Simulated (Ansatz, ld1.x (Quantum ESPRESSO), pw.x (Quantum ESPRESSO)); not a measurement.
**What a changed setting does to a pw.x run (bcc Sc)**

Potential: norm-conserving RRKJ (Kleinman–Bylander form), ld1.x (Quantum ESPRESSO) 7.5, PBE; core [Ar], reference 3d1 4s0 4p0; waves: 4p (bound, empty): rc 3.50 bohr; 3d (bound): rc 1.45 bohr; 4s (bound, empty): rc 2.30 bohr; local part: the s channel; core correction: a·sin(br)/r model core, default radius (core density twice the valence density).

The reference run (k-mesh 13³, cutoffs 85/340 Ry, Fermi–Dirac 0.01 Ry, mixing_beta 0.4, conv_thr 1e-9, no spin) gives -0.77 GPa at 25.013 Å³/atom, where all-electron LAPW gives 0.01 GPa. This run, with its own iteration cap, changes degauss to 0.005.

```
&control
  calculation='scf', prefix='x', pseudo_dir='./', outdir='./tmp', tstress=.true., disk_io='none'
/
&system
  ibrav=0, nat=1, ntyp=1, ecutwfc=85, ecutrho=340, nbnd=8,
  occupations='smearing', smearing='fd', degauss=0.005
/
&electrons
  conv_thr=1e-09, mixing_beta=0.4, electron_maxstep=50
/
ATOMIC_SPECIES
Sc 1.0 Sc.UPF
CELL_PARAMETERS angstrom
  -1.84233498 1.84233498 1.84233498
  1.84233498 -1.84233498 1.84233498
  1.84233498 1.84233498 -1.84233498
ATOMIC_POSITIONS crystal
Sc 0.0000 0.0000 0.0000
K_POINTS automatic
13 13 13 0 0 0
```

```bash
pw.x < Sc.scf.in > Sc.scf.out
```

Task: How does the run end?

Result: It converges in 15 iterations; the free energy moves by +49.1 meV/atom and the pressure by -0.16 GPa. In a metal, with Fermi–Dirac smearing, F lies below its zero-width value by a term in the square of the width.

```
Message from routine setup:
     using ibrav=0 with symmetry is DISCOURAGED, use correct ibrav instead
     lattice parameter (alat)  =       6.0301  a.u.
     unit-cell volume          =     168.7961 (a.u.)^3
     number of electrons       =         3.00
     number of Kohn-Sham states=            8
     kinetic-energy cutoff     =      85.0000  Ry
     charge density cutoff     =     340.0000  Ry
     scf convergence threshold =      1.0E-09
     Exchange-correlation= PBE
     number of k points=    84  Fermi-Dirac smearing, width (Ry)=  0.0050
     iteration #  1     ecut=    85.00 Ry     beta= 0.40
     total energy              =      -4.39340084 Ry
     estimated scf accuracy    <       1.55021375 Ry
     iteration #  2     ecut=    85.00 Ry     beta= 0.40
     total energy              =      -4.12510721 Ry
     estimated scf accuracy    <       0.46598986 Ry
     iteration #  3     ecut=    85.00 Ry     beta= 0.40
     total energy              =      -4.21109306 Ry
     estimated scf accuracy    <       0.08048190 Ry
     [... 9 iterations left out ...]
     iteration # 13     ecut=    85.00 Ry     beta= 0.40
     total energy              =      -4.21389021 Ry
     estimated scf accuracy    <       0.00000006 Ry
     iteration # 14     ecut=    85.00 Ry     beta= 0.40
     total energy              =      -4.21389056 Ry
     estimated scf accuracy    <       0.00000002 Ry
     iteration # 15     ecut=    85.00 Ry     beta= 0.40
     the Fermi energy is     5.0115 ev
!    total energy              =      -4.21389056 Ry
     estimated scf accuracy    <          1.2E-10 Ry
     smearing contrib. (-TS)   =      -0.00257244 Ry
     The total energy is F=E-TS. E is the sum of the following terms:
     one-electron contribution =       2.78647895 Ry
     hartree contribution      =       0.03423961 Ry
     xc contribution           =      -2.32817044 Ry
     ewald contribution        =      -4.70386625 Ry
     convergence has been achieved in  15 iterations
          total   stress  (Ry/bohr**3)                   (kbar)     P=       -9.25
     Message from routine punch:
     Nothing written, as per user request (disk_io='none')
```

The run took about 19 s on one core of a shared host (Intel(R) Xeon(R) Platinum 8488C, 192 threads, 1488 GiB, load 121).
